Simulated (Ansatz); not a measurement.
**TiTe2: how the settings move a single-point run**

Question: which choices in the input matter for TiTe2? The cell is built on a prototype (fluorite) and needn't be the phase found in nature.

Program: Ansatz 0.2.0. Level of theory: reference: DFT, HSE06, plane waves, PAW. These are calculated values, not measurements.

6 further runs of the same task are left out: 4 for a known fault of the program, 2 that didn't finish.

**1. The system as given**

It takes space group Fm-3m (No. 225, cubic). Conventional cell: a = 6.880 Å, b = 6.880 Å, c = 6.880 Å, α = 90.00°, β = 90.00°, γ = 90.00°. Ti (site symmetry m-3m) is surrounded by 8 Te at 2.98 Å. Te (site symmetry -43m) has 4 Ti at 2.98 Å as nearest neighbours.

Coordinates:

```xyz
3
Lattice="0.0000 3.4401 3.4401 3.4401 0.0000 3.4401 3.4401 3.4401 0.0000" Properties=species:S:1:pos:R:3 pbc="T T T"
Ti    0.0000    0.0000    0.0000
Te    1.7201    1.7201    1.7201
Te    5.1602    5.1602    5.1602
```

**2. The reference run**

The input, input.yaml:

```yaml
crystal:
  lattice:
    - [0.0, 3.4401227409, 3.4401227409]
    - [3.4401227409, 0.0, 3.4401227409]
    - [3.4401227409, 3.4401227409, 0.0]
  atoms:
    - { symbol: Ti, position: [0.0, 0.0, 0.0] }
    - { symbol: Te, position: [0.25, 0.25, 0.25] }
    - { symbol: Te, position: [0.75, 0.75, 0.75] }
kpoints:
  mp_grid: { grid: [4, 4, 4] }
hamiltonian:
  xc: hse06
scf:
  occupations: { method: fermi_dirac, width: 0.02 }
  n_extra_bands: 4
output:
  forces: true
  stress: true
  eigenvalues: true
```

On the command line:

```sh
> ansatz run input.yaml --threads 4 --pin off --max-ram 3686MiB --backend cpu --events-out ev --progress --plain --runs-dir out
```

Output, cut to the lines that bear on the results:

```text
Warning: output.stress: scf.convergence.dr2_threshold = 1e-7 eV (the SCF's general default) is looser than the 3e-10 eV advised for a printed stress (1e-10 eV for each atom of the cell: 3). What an SCF threshold leaves in a stress goes as its square root, and in the free energy as the [...]
Warning: output.stress: scf.exx.energy_threshold = 1e-6 eV is looser than the 3e-8 eV advised for a stress under a hybrid functional (1e-8 eV for each atom of the cell: 3). Every SCF of the exchange loop can meet its threshold on dr2 while the loop round them stops early: no threshold on [...]
Warning: RAYON_NUM_THREADS=4 ignored (pool sized by the plan → 4); use --threads N
scf.n_extra_bands = 4 over 22 filled bands (N_el = 44.0): the run solves 26 bands
[...]
Pseudopotentials: kind: paw
Pseudopotential: Ti, paw, valence charge 12, recommended cutoff 420 eV (normal), Ti.paw.azcp
Pseudopotential: Te, paw, valence charge 16, recommended cutoff 420 eV (normal), Te.paw.azcp
Functional definition: HSE06
[...]
Crystal: 3 atoms, lattice volume = 81.424 Å³
Basis set: ecut = 420 eV, 1639 PW (Γ), exchange–correlation on 72×72×72 points (8 copies of the dense FFT grid, shifted against one another)
Bands: 26, of which v1, the nominal top of the filled ones, is band 22 counted from 1 (21 counted from 0)
Symmetry: 48 space group operations
Space group: Fm-3m (ITA 225), of the structure as read, at distance tolerance 4.3e-5 Å
k-points: 8 of 64
[...]
SCF iter   1: F=—  HF=-16460.528847 eV  |F-HF|=—  |Δ(HF+E_count)|=         —  Δρ=6.32e-3  dr2=5.12e-2  ethr=1.77e-3  ⟨swp⟩=5.8  Hψ=800  notcnv=0
[...]
Frozen-core exchange: fock
[...]
SCF 2 stopped early in 8 iterations: F = -16468.759552 eV  dr2 = 1.79e-5
hybrid outer 1: dexx = +2.920e-2 eV, tail = 1.95e-4 eV
[...]
Frozen-core exchange: fock
[...]
SCF iter   6: F=-16468.759265 eV  HF=-16468.759265 eV  |F-HF|=2.91e-11  |Δ(HF+E_count)|=   3.25e-9  Δρ=5.87e-7  dr2=2.56e-10  ethr=5.50e-11  ⟨swp⟩=4.4  Hψ=474  notcnv=0
[...]
hybrid outer 2: dexx = +2.288e-6 eV, tail = 2.59e-8 eV, Δε = 5.09e-3 eV (about 9.59e-5 eV left of the loop's levels)
hybrid SCF converged: 2 outer / 14 inner (+8 warm-up), last move |dexx| = 2.29e-6 eV, tail = 2.59e-8 eV
Stability not checked: this state was not tested for a lower state beside it, because the functional holds exact exchange (a hybrid, or Hartree-Fock), whose exchange loop this test does not read (fock_operator; see scf.lower_state_search)
Free energy (F): -16468.759265 eV
Frozen-core exchange: fock
[...]
E sigma→0 (E₀):  -16468.756205 eV
Entropy (-TS):   -0.006119 eV (-2.040 meV/atom)
Fermi energy:    11.089494 eV
[...]
--- Forces (eV/Å), atoms counted from 1 ---
  atom   1  Ti    -0.00000000     0.00000000     0.00000000
  atom   2  Te     0.00000000    -0.00000000    -0.00000000
  atom   3  Te     0.00000000    -0.00000000     0.00000000
[...]
--- Stress (GPa, compression-positive) ---
       -0.934021      -0.000000       0.000000
       -0.000000      -0.934021       0.000000
       -0.000000       0.000000      -0.934021
  P = ⅓ Tr σ = -0.9340 GPa (-9.340 kbar)
--- Band table (eV; the first three rows and the last of 8) ---
  k-point 0: bands = ["-52.1999", "-28.9892", "-28.9892", "-28.9820", "-28.9820", "-28.9820", "-28.9611", "-28.9611", "-28.9611", "-28.9444", "-28.9444", "-26.8120", "-26.8120", "-26.8120", "-3.9885", "0.3466", "5.7171", "5.7171", "5.7171", "10.2123", "10.2123", "10.2123", "11.1411", [...]
[...]
```

Run time: 12 s. Hardware: 4 threads of an Arm CPU, shared host; peak memory 1.1 GiB.

**3. Changed: xc r2scan**

input.yaml: that of step 2 with these lines changed.

```diff
@@ -12,3 +12,3 @@
 hamiltonian:
-  xc: hse06
+  xc: r2scan
 scf:
```

On the command line:

```sh
> ansatz run input.yaml --threads 4 --pin off --max-ram 3686MiB --backend cpu --events-out ev --progress --plain --runs-dir out
```

Output, cut to the lines that bear on the results:

```text
Warning: RAYON_NUM_THREADS=4 ignored (pool sized by the plan → 4); use --threads N
scf.n_extra_bands = 4 over 22 filled bands (N_el = 44.0): the run solves 26 bands
[...]
[... 1 set-up line as earlier in the session ...]
Pseudopotential: Ti, paw, valence charge 12, recommended cutoff 500 eV (meta_gga), Ti.paw.azcp
Pseudopotential: Te, paw, valence charge 16, recommended cutoff 500 eV (meta_gga), Te.paw.azcp
Functional definition: r2SCAN
[...]
Crystal: 3 atoms, lattice volume = 81.424 Å³
Basis set: ecut = 500 eV, 2085 PW (Γ), exchange–correlation on 144×144×144 points (64 copies of the dense FFT grid, shifted against one another)
Bands: 26, of which v1, the nominal top of the filled ones, is band 22 counted from 1 (21 counted from 0)
[... 2 set-up lines as earlier in the session ...]
k-points: 8 of 64
[...]
SCF iter   1: F=—  HF=-16495.172913 eV  |F-HF|=—  |Δ(HF+E_count)|=         —  Δρ=2.14e-2  dr2=6.93e-1  dr2_τ=2.56e-2  ethr=1.77e-3  ⟨swp⟩=6.0  Hψ=915  notcnv=0
[...]
SCF iter   8: F=-16495.165765 eV  HF=-16495.165765 eV  |F-HF|=9.86e-10  |Δ(HF+E_count)|=   8.62e-9  Δρ=2.30e-6  dr2=5.06e-9  dr2_τ=2.25e-10  ethr=2.27e-10  ⟨swp⟩=5.5  Hψ=818  notcnv=0
[...]
SCF converged after 8 iterations
Free energy (F): -16495.165765 eV
[...]
E sigma→0 (E₀):  -16495.162508 eV
Entropy (-TS):   -0.006515 eV (-2.172 meV/atom)
Fermi energy:    10.814133 eV
[...]
--- Forces (eV/Å), atoms counted from 1 ---
  atom   1  Ti    -0.00000000     0.00000000     0.00000000
  atom   2  Te    -0.00000000    -0.00000000     0.00000000
  atom   3  Te    -0.00000000     0.00000000     0.00000000
[...]
--- Stress (GPa, compression-positive) ---
        0.437516      -0.000000       0.000000
       -0.000000       0.437516       0.000000
        0.000000       0.000000       0.437516
  P = ⅓ Tr σ = 0.4375 GPa (4.375 kbar)
--- Band table (eV; the first three rows and the last of 8) ---
[... band rows left out ...]
[...]
```

It took 1.3 s on 4 threads of an Arm CPU, shared host; peak memory 0.55 GiB.

After a change of functional the difference of the totals has no physical meaning; the pressure goes from -0.9 to 0.4 GPa. At this fixed cell a higher pressure means that this functional prefers a larger volume than the reference. Cost: 8 SCF cycles against 22, 1.3 s against 12 s.

**4. Changing settings: xc pbesol**

input.yaml: that of step 2 with these lines changed.

```diff
@@ -12,3 +12,3 @@
 hamiltonian:
-  xc: hse06
+  xc: pbesol
 scf:
```

On the command line:

```sh
> ansatz run input.yaml --threads 4 --pin off --max-ram 3686MiB --backend cpu --events-out ev --progress --plain --runs-dir out
```

Output, cut to the lines that bear on the results:

```text
Warning: RAYON_NUM_THREADS=4 ignored (pool sized by the plan → 4); use --threads N
scf.n_extra_bands = 4 over 22 filled bands (N_el = 44.0): the run solves 26 bands
[...]
[... 3 set-up lines as earlier in the session ...]
Functional definition: PBEsol
[...]
Crystal: 3 atoms, lattice volume = 81.424 Å³
Basis set: ecut = 420 eV, 1639 PW (Γ), exchange–correlation on 72×72×72 points (8 copies of the dense FFT grid, shifted against one another)
Bands: 26, of which v1, the nominal top of the filled ones, is band 22 counted from 1 (21 counted from 0)
[... 2 set-up lines as earlier in the session ...]
k-points: 8 of 64
[...]
SCF iter   1: F=—  HF=-16277.885167 eV  |F-HF|=—  |Δ(HF+E_count)|=         —  Δρ=9.75e-3  dr2=1.31e-1  ethr=1.77e-3  ⟨swp⟩=6.1  Hψ=923  notcnv=0
[...]
SCF iter   7: F=-16277.872421 eV  HF=-16277.872421 eV  |F-HF|=1.02e-9  |Δ(HF+E_count)|=   2.80e-9  Δρ=1.56e-6  dr2=1.31e-9  ethr=2.27e-10  ⟨swp⟩=5.0  Hψ=811  notcnv=0
[...]
SCF converged after 7 iterations
Free energy (F): -16277.872421 eV
[...]
E sigma→0 (E₀):  -16277.868602 eV
Entropy (-TS):   -0.007639 eV (-2.546 meV/atom)
Fermi energy:    10.529417 eV
[...]
--- Forces (eV/Å), atoms counted from 1 ---
  atom   1  Ti    -0.00000000     0.00000000    -0.00000000
  atom   2  Te    -0.00000000     0.00000000     0.00000000
  atom   3  Te    -0.00000000    -0.00000000     0.00000000
[...]
--- Stress (GPa, compression-positive) ---
       -2.058509      -0.000000      -0.000000
       -0.000000      -2.058509       0.000000
       -0.000000      -0.000000      -2.058509
  P = ⅓ Tr σ = -2.0585 GPa (-20.585 kbar)
--- Band table (eV; the first three rows and the last of 8) ---
[... band rows left out ...]
[...]
```

It took 0.61 s on 4 threads of an Arm CPU, shared host; peak memory 0.36 GiB.

After a change of functional the difference of the totals has no physical meaning; the pressure goes from -0.9 to -2.1 GPa. At this fixed cell a lower pressure means that this functional prefers a smaller volume than the reference. Cost: 7 SCF cycles against 22, 0.61 s against 12 s.

**5. Changing settings: exchange pbe, correlation pbe, coeff 0.1, omega 0.1**

input.yaml: that of step 2 with these lines changed.

```diff
@@ -12,3 +12,3 @@
 hamiltonian:
-  xc: hse06
+  xc: { exchange: pbe, correlation: pbe, exx: { coeff: 0.1, omega: 0.1 } }
 scf:
```

On the command line:

```sh
> ansatz run input.yaml --threads 4 --pin off --max-ram 3686MiB --backend cpu --events-out ev --progress --plain --runs-dir out
```

Output, cut to the lines that bear on the results:

```text
Warning: output.stress: scf.convergence.dr2_threshold = 1e-7 eV (the SCF's general default) is looser than the 3e-10 eV advised for a printed stress (1e-10 eV for each atom of the cell: 3). What an SCF threshold leaves in a stress goes as its square root, and in the free energy as the [...]
Warning: output.stress: scf.exx.energy_threshold = 1e-6 eV is looser than the 3e-8 eV advised for a stress under a hybrid functional (1e-8 eV for each atom of the cell: 3). Every SCF of the exchange loop can meet its threshold on dr2 while the loop round them stops early: no threshold on [...]
Warning: RAYON_NUM_THREADS=4 ignored (pool sized by the plan → 4); use --threads N
scf.n_extra_bands = 4 over 22 filled bands (N_el = 44.0): the run solves 26 bands
[...]
[... 3 set-up lines as earlier in the session ...]
Functional definition: unnamed
[...]
Crystal: 3 atoms, lattice volume = 81.424 Å³
Basis set: ecut = 420 eV, 1639 PW (Γ), exchange–correlation on 72×72×72 points (8 copies of the dense FFT grid, shifted against one another)
[...]
hybrid outer 1: dexx = +2.501e-3 eV, tail = 6.74e-6 eV
[...]
Frozen-core exchange: fock
[...]
SCF iter   5: F=-16463.765270 eV  HF=-16463.765270 eV  |F-HF|=2.26e-9  |Δ(HF+E_count)|=   2.52e-9  Δρ=1.20e-6  dr2=2.42e-9  ethr=3.87e-11  ⟨swp⟩=3.2  Hψ=409  notcnv=0
[...]
hybrid outer 2: dexx = +7.135e-8 eV, tail = 5.31e-9 eV, Δε = 8.46e-4 eV (about 3.59e-5 eV left of the loop's levels)
hybrid SCF converged: 2 outer / 13 inner (+9 warm-up), last move |dexx| = 7.14e-8 eV, tail = 5.31e-9 eV
Stability not checked: this state was not tested for a lower state beside it, because the functional holds exact exchange (a hybrid, or Hartree-Fock), whose exchange loop this test does not read (fock_operator; see scf.lower_state_search)
Free energy (F): -16463.765270 eV
Frozen-core exchange: fock
[...]
E sigma→0 (E₀):  -16463.762057 eV
Entropy (-TS):   -0.006426 eV (-2.142 meV/atom)
Fermi energy:    10.901358 eV
[...]
--- Forces (eV/Å), atoms counted from 1 ---
  atom   1  Ti    -0.00000000     0.00000000    -0.00000000
  atom   2  Te    -0.00000000     0.00000000    -0.00000000
  atom   3  Te    -0.00000000     0.00000000    -0.00000000
[...]
--- Stress (GPa, compression-positive) ---
        0.022197      -0.000000      -0.000000
        0.000000       0.022197       0.000000
        0.000000      -0.000000       0.022197
  P = ⅓ Tr σ = 0.0222 GPa (0.222 kbar)
--- Band table (eV; the first three rows and the last of 8) ---
[... band rows left out ...]
[...]
```

Run time: 11 s. Hardware: 4 threads of an Arm CPU, shared host; peak memory 1.1 GiB.

Total energies don't compare across a change of functional; the pressure goes from -0.9 to 0.0 GPa. At this fixed cell a higher pressure means that this functional prefers a larger volume than the reference.

**6. Changing settings: exchange pbe, correlation pbe, coeff 0.1**

input.yaml: that of step 2 with these lines changed.

```diff
@@ -12,3 +12,3 @@
 hamiltonian:
-  xc: hse06
+  xc: { exchange: pbe, correlation: pbe, exx: { coeff: 0.1 } }
 scf:
```

On the command line:

```sh
> ansatz run input.yaml --threads 4 --pin off --max-ram 3686MiB --backend cpu --events-out ev --progress --plain --runs-dir out
```

Output, cut to the lines that bear on the results:

```text
Warning: output.stress: scf.convergence.dr2_threshold = 1e-7 eV (the SCF's general default) is looser than the 3e-10 eV advised for a printed stress (1e-10 eV for each atom of the cell: 3). What an SCF threshold leaves in a stress goes as its square root, and in the free energy as the [...]
Warning: output.stress: scf.exx.energy_threshold = 1e-6 eV is looser than the 3e-8 eV advised for a stress under a hybrid functional (1e-8 eV for each atom of the cell: 3). Every SCF of the exchange loop can meet its threshold on dr2 while the loop round them stops early: no threshold on [...]
Warning: RAYON_NUM_THREADS=4 ignored (pool sized by the plan → 4); use --threads N
scf.n_extra_bands = 4 over 22 filled bands (N_el = 44.0): the run solves 26 bands
[...]
[... 4 set-up lines as earlier in the session ...]
[...]
Crystal: 3 atoms, lattice volume = 81.424 Å³
Basis set: ecut = 420 eV, 1639 PW (Γ), exchange–correlation on 72×72×72 points (8 copies of the dense FFT grid, shifted against one another)
[...]
Frozen-core exchange: fock
[...]
SCF iter   2: F=-16463.144798 eV  HF=-16463.144798 eV  |F-HF|=3.64e-11  |Δ(HF+E_count)|=  8.73e-11  Δρ=1.82e-7  dr2=8.20e-11  ethr=3.57e-12  ⟨swp⟩=4.5  Hψ=430  notcnv=0
[...]
hybrid outer 4: dexx = +2.549e-10 eV, tail = 1.69e-10 eV, Δε = 6.13e-5 eV (about 1.98e-5 eV left of the loop's levels), ΔF = 2.89e-18 eV/Å (tail 1.05e-4)
hybrid SCF converged: 4 outer / 21 inner (+9 warm-up), last move |dexx| = 2.55e-10 eV, tail = 1.69e-10 eV
Stability not checked: this state was not tested for a lower state beside it, because the functional holds exact exchange (a hybrid, or Hartree-Fock), whose exchange loop this test does not read (fock_operator; see scf.lower_state_search)
Free energy (F): -16463.144798 eV
Frozen-core exchange: fock
[...]
E sigma→0 (E₀):  -16463.142192 eV
Entropy (-TS):   -0.005214 eV (-1.738 meV/atom)
Fermi energy:    10.943390 eV
[...]
--- Forces (eV/Å), atoms counted from 1 ---
  atom   1  Ti     0.00000000    -0.00000000     0.00000000
  atom   2  Te     0.00000000     0.00000000     0.00000000
  atom   3  Te     0.00000000     0.00000000     0.00000000
[...]
--- Stress (GPa, compression-positive) ---
        0.065341      -0.000000       0.000000
       -0.000000       0.065341      -0.000000
        0.000000       0.000000       0.065341
  P = ⅓ Tr σ = 0.0653 GPa (0.653 kbar)
--- Band table (eV; the first three rows and the last of 8) ---
[... band rows left out ...]
[...]
```

Wall time 13 s (4 threads of an Arm CPU, shared host); peak memory 1.1 GiB.

Total energies don't compare across a change of functional; the pressure goes from -0.9 to 0.1 GPa. At this fixed cell a higher pressure means that this functional prefers a larger volume than the reference.

**7. Changing settings: exchange pbe, correlation pbe, coeff 0.4, omega 0.3**

input.yaml: that of step 2 with these lines changed.

```diff
@@ -12,3 +12,3 @@
 hamiltonian:
-  xc: hse06
+  xc: { exchange: pbe, correlation: pbe, exx: { coeff: 0.4, omega: 0.3 } }
 scf:
```

On the command line:

```sh
> ansatz run input.yaml --threads 4 --pin off --max-ram 3686MiB --backend cpu --events-out ev --progress --plain --runs-dir out
```

Output, cut to the lines that bear on the results:

```text
Warning: output.stress: scf.convergence.dr2_threshold = 1e-7 eV (the SCF's general default) is looser than the 3e-10 eV advised for a printed stress (1e-10 eV for each atom of the cell: 3). What an SCF threshold leaves in a stress goes as its square root, and in the free energy as the [...]
Warning: output.stress: scf.exx.energy_threshold = 1e-6 eV is looser than the 3e-8 eV advised for a stress under a hybrid functional (1e-8 eV for each atom of the cell: 3). Every SCF of the exchange loop can meet its threshold on dr2 while the loop round them stops early: no threshold on [...]
Warning: RAYON_NUM_THREADS=4 ignored (pool sized by the plan → 4); use --threads N
scf.n_extra_bands = 4 over 22 filled bands (N_el = 44.0): the run solves 26 bands
[...]
[... 4 set-up lines as earlier in the session ...]
[...]
Crystal: 3 atoms, lattice volume = 81.424 Å³
Basis set: ecut = 420 eV, 1639 PW (Γ), exchange–correlation on 72×72×72 points (8 copies of the dense FFT grid, shifted against one another)
[...]
Frozen-core exchange: fock
[...]
SCF iter   3: F=-16473.868249 eV  HF=-16473.868249 eV  |F-HF|=7.45e-9  |Δ(HF+E_count)|=   4.63e-9  Δρ=3.17e-6  dr2=1.17e-8  ethr=2.59e-10  ⟨swp⟩=5.0  Hψ=435  notcnv=0
[...]
hybrid outer 3: dexx = +2.627e-7 eV, tail = 2.65e-8 eV, Δε = 7.47e-4 eV (about 1.34e-4 eV left of the loop's levels)
hybrid SCF converged: 3 outer / 20 inner (+8 warm-up), last move |dexx| = 2.63e-7 eV, tail = 2.65e-8 eV
Stability not checked: this state was not tested for a lower state beside it, because the functional holds exact exchange (a hybrid, or Hartree-Fock), whose exchange loop this test does not read (fock_operator; see scf.lower_state_search)
Free energy (F): -16473.868249 eV
Frozen-core exchange: fock
[...]
E sigma→0 (E₀):  -16473.865600 eV
Entropy (-TS):   -0.005299 eV (-1.766 meV/atom)
Fermi energy:    11.195256 eV
[...]
--- Forces (eV/Å), atoms counted from 1 ---
  atom   1  Ti     0.00000000    -0.00000000     0.00000000
  atom   2  Te    -0.00000000    -0.00000000     0.00000000
  atom   3  Te    -0.00000000    -0.00000000     0.00000000
[...]
--- Stress (GPa, compression-positive) ---
       -1.638690      -0.000000      -0.000000
       -0.000000      -1.638690       0.000000
       -0.000000       0.000000      -1.638690
  P = ⅓ Tr σ = -1.6387 GPa (-16.387 kbar)
--- Band table (eV; the first three rows and the last of 8) ---
[... band rows left out ...]
[...]
```

It took 13 s on 4 threads of an Arm CPU, shared host; peak memory 1.1 GiB.

A change of functional puts the total energy on another scale; the pressure goes from -0.9 to -1.6 GPa. At this fixed cell a lower pressure means that this functional prefers a smaller volume than the reference.

**8. Side by side**

| run | ending | energy change | pressure (GPa) | gap (eV) | force (eV/Å) | cycles | time |
| --- | --- | --- | --- | --- | --- | --- | --- |
| reference | converged | - | -0.9 | 0.00 | 0.00 | 22 | 12 s |
| 1: xc r2scan | converged | not comparable | 0.4 | 0.00 | 0.00 | 8 | 1.3 s |
| 2: xc pbesol | converged | not comparable | -2.1 | 0.00 | 0.00 | 7 | 0.61 s |
| 3: exchange pbe, correlation pbe, coeff 0.1, omega 0.1 | converged | not comparable | 0.0 | 0.00 | 0.00 | 22 | 11 s |
| 4: exchange pbe, correlation pbe, coeff 0.1 | converged | not comparable | 0.1 | 0.00 | 0.00 | 30 | 13 s |
| 5: exchange pbe, correlation pbe, coeff 0.4, omega 0.3 | converged | not comparable | -1.6 | 0.00 | 0.00 | 28 | 13 s |

Residual by cycle in the longest SCF loop of each run; runs are numbered as in the table. The quantity is the density residual dr2, in eV.

| cycle | reference | run 1 | run 2 | run 3 | run 4 | run 5 |
| --- | --- | --- | --- | --- | --- | --- |
| 1 | 0.0512 | 0.693 | 0.131 | 0.0491 | 0.0491 | 1.86 |
| 2 | 0.777 | 0.129 | 0.0723 | 0.732 | 0.732 | 8.68 |
| 3 | 0.0176 | 0.0159 | 0.00246 | 0.0192 | 0.0193 | 0.0978 |
| 4 | 8.9e-4 | 4.7e-4 | 3.0e-4 | 0.00112 | 0.00111 | 0.198 |
| 5 | 5.5e-5 | 2.8e-5 | 1.4e-6 | 7.0e-5 | 7.0e-5 | 0.0487 |
| 6 | 7.4e-7 | 1.4e-5 | 3.4e-7 | 1.7e-6 | 1.7e-6 | 0.00982 |
| 7 | 6.2e-9 | 4.2e-7 | 1.3e-9 | 5.5e-9 | 4.9e-9 | 0.00462 |
| 8 | 6.6e-10 | 5.1e-9 | - | 1.6e-9 | 1.3e-9 | 6.4e-4 |
| 9 | - | - | - | 4.5e-10 | 3.8e-10 | 0.00104 |
| 10 | - | - | - | - | - | 1.1e-4 |
| 11 | - | - | - | - | - | 3.2e-5 |

**Reading.** Of the variants the dearest is «exchange pbe, correlation pbe, coeff 0.1» (13 s), the cheapest «xc pbesol» (0.61 s), on a shared host. The reference leaves spin out although Ti can carry a moment, so its state need not be the lowest.
